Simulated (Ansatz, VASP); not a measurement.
# TePb: programs and potentials compared

The starting cell:

```xyz
2
Lattice="0.0000 3.2310 3.2310 3.2310 0.0000 3.2310 3.2310 3.2310 0.0000" Properties=species:S:1:pos:R:3 pbc="T T T"
Pb    0.0000    0.0000    0.0000
Te    3.2310    3.2310    3.2310
```

Alike in all runs: task relaxation of cell and atoms; functional revPBE; dispersion D3(BJ); k mesh 7 × 7 × 7; occupations fermi-dirac, width 0.05 eV; no spin polarisation; no spin-orbit coupling.

| program and potentials | plane-wave cutoff (eV) | notes | equilibrium volume (Å³/atom) |
| --- | --- | --- | --- |
| Ansatz, Ansatz PAW | 420 | potentials made for PBE, which Ansatz adapts in part; 15 valence electrons an atom on average | 33.37 |
| VASP, PBE PAW files Pb_d, Te, 600 eV | 600 | potentials made for PBE; 10 valence electrons an atom on average | 33.36 |
| Ansatz, all-electron LAPW, scalar-relativistic | - | - | 33.38 |

The equilibrium volume spans 33.36 (VASP, PBE PAW files Pb_d, Te, 600 eV) to 33.38 Å³/atom (Ansatz, all-electron LAPW, scalar-relativistic), with all-electron results at 33.38. Some sets were made for another functional than the one run, which can shift their rows. Relaxations stop with a little pressure left, so the last digit of a volume isn't settled.

The functional is the same throughout but for its coding, so the spread measures potentials, basis and numerics; runs on potential files found faulty are left out.

The three equilibrium volumes are practically indistinguishable, so their order carries no physical meaning. Both PAW descriptions reproduce the all-electron volume despite their different valence spaces, which suggests that the shells treated as core in the smaller set respond little to the bonding near equilibrium. This is chemically reasonable. In rocksalt PbTe, cohesion comes mainly from charge transfer and from overlap between lead and tellurium valence p states, while the lead s pair lies deeper and remains largely on the cation. The filled d shell of tellurium is compact and well below these states, so it should matter mostly through core repulsion and screening, which a good frozen-core potential already contains. Any error from using potentials made for PBE is evidently either small here or offset by other differences between the sets. The agreement supports using either PAW set for the equilibrium volume with this functional, but it doesn't establish equal accuracy for the band edges, where spin-orbit coupling strongly affects the lead p states.
